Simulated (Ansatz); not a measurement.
**What a change of settings does: Os (omega type)**

First run: DFT, PBE, PAW with Ansatz's default frozen-core files, scalar-relativistic (Ansatz 0.2.0).

Command: `ansatz run input.yaml --threads 1 --pin off --max-ram 3072MiB --backend cpu --events-out ev --progress --plain --runs-dir out` It took 23 s on 1 thread of Arm Neoverse V1, on a shared host, peak memory 0.35 GiB.

```yaml
crystal:
  lattice:
    - [4.1735450654, 0.0, 0.0]
    - [-2.0867725327, 3.6143960505, 0.0]
    - [0.0, 0.0, 2.6280631167]
  atoms:
    - { symbol: Os, position: [0.0, 0.0, 0.0] }
    - { symbol: Os, position: [0.3333333333, 0.6666666667, 0.5] }
    - { symbol: Os, position: [0.6666666667, 0.3333333333, 0.5] }
kpoints:
  mp_grid: { grid: [9, 9, 13] }
scf:
  occupations: { method: fermi_dirac, width: 0.1 }
hamiltonian:
  xc: pbe
  pseudopotentials: { kind: paw }
output:
  forces: true
  stress: true
relax:
  f_tol: 0.005
  max_steps: 30
  cell: { stress_tol: 0.05, fix: [volume] }
```

The cell comes from a relaxation on PAW files under the same functional, begun from a prototype that needn't be the stable phase.

This run: shape and atoms relaxed at 0.9 of the base cell's volume.

It converges in 32 SCF iterations over all geometries at a pressure of 49.8 GPa, ending at 13.21 Å³/atom, cutoff 420 eV.

The input is then changed:

```diff
 kpoints:
-  mp_grid: { grid: [9, 9, 13] }
+  mp_grid: { grid: [14, 14, 20] }
 scf:
   stress: true
+  write_density: true
+  write_potential: true
+  elf: true
+  volumetric_format: npy
 relax:
   cell: { stress_tol: 0.05, fix: [volume] }
+accuracy: low
```

Task: Predict the outcome of the changed run.

Result: It converges in 32 SCF iterations over all geometries at a pressure of 49.8 GPa, ending at 13.21 Å³/atom, cutoff 420 eV, free energy +1.3 meV/atom against the first run's. More than one line changes, and not each need have an effect. Some of the changed settings are coarser than converged work would use.
